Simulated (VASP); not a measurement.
Runs of VASP 6.6.1 on CoO. Symmetry: I4/mmm, No. 139, tetragonal system. The conventional cell has a = 3.016 Å, b = 3.016 Å, c = 4.214 Å, α = 90.00°, β = 90.00°, γ = 90.00°. Co (site symmetry 4/mmm) is surrounded by 6 O at 2.11 to 2.13 Å. Around O (site symmetry 4/mmm) lie 6 Co at 2.11 to 2.13 Å. 

```tsv
task	level	potentials or basis	cell	k mesh	cutoff (eV)	smearing	ladder	by perturbation theory	gap on the mesh (eV)	pressure (GPa)	moment (μB)	relaxed volume (Å³/atom)
single point	PBE	VASP PAW PBE potentials, release 64 (Co, O)	as given	12 × 12 × 12	520	gaussian 0.02 eV	-	-	none	-0.5	(b)	-
phonons	PBE	VASP PAW PBE potentials, release 64 (Co, O)	relaxed	12 × 12 × 12	600	fermi-dirac 0.05 eV	free	no	-	-	2.87	-
single point	PBE	VASP PAW PBE potentials, release 64 (Co, O)	as given	12 × 12 × 12	520	fermi-dirac 0.05 eV	-	-	none	-0.5	(a)	-
single point	PBEsol	VASP PAW PBE potentials, release 64 (Co, O)	as given	12 × 12 × 12	520	gaussian 0.1 eV	-	-	none	-9.8	2.93	-
relaxation of cell and atoms	PBE	VASP PAW PBE potentials, release 64 (Co, O)	relaxed	10 × 10 × 10	600	fermi-dirac 0.05 eV	gaps	-	none	0.0	2.87	9.54
single point	RPBE	VASP PAW PBE potentials, release 64 (Co, O)	as given	12 × 12 × 12	500	gaussian 0.05 eV	-	-	none	5.6	2.95	-
relaxation of cell and atoms	LDA	VASP PAW LDA potentials, release 64 (Co, O)	relaxed	10 × 10 × 10	600	fermi-dirac 0.05 eV	gaps	-	none	0.0	2.09	8.42
```

Alike in all rows: spin collinear, ferromagnetic start.

Problem. Estimate the missing entries.

Solution. (a) 2.88; (b) 2.92.

Caveats: a cell with one magnetic atom can't hold antiferromagnetic order, which such compounds often take; semilocal functionals often make such compounds metallic where correlation or magnetic order opens a gap, which also shifts bond lengths (some runs); the PAW data sets were made with another functional, which shifts forces and pressure a little (some runs); the volume moved by -12 % from the deposited cell, more than functionals usually miss (some runs).

A k mesh can miss the band edges.

A gap of «none» marks a metal or a gap under the smearing width.

Not every run made on this cell is shown here.
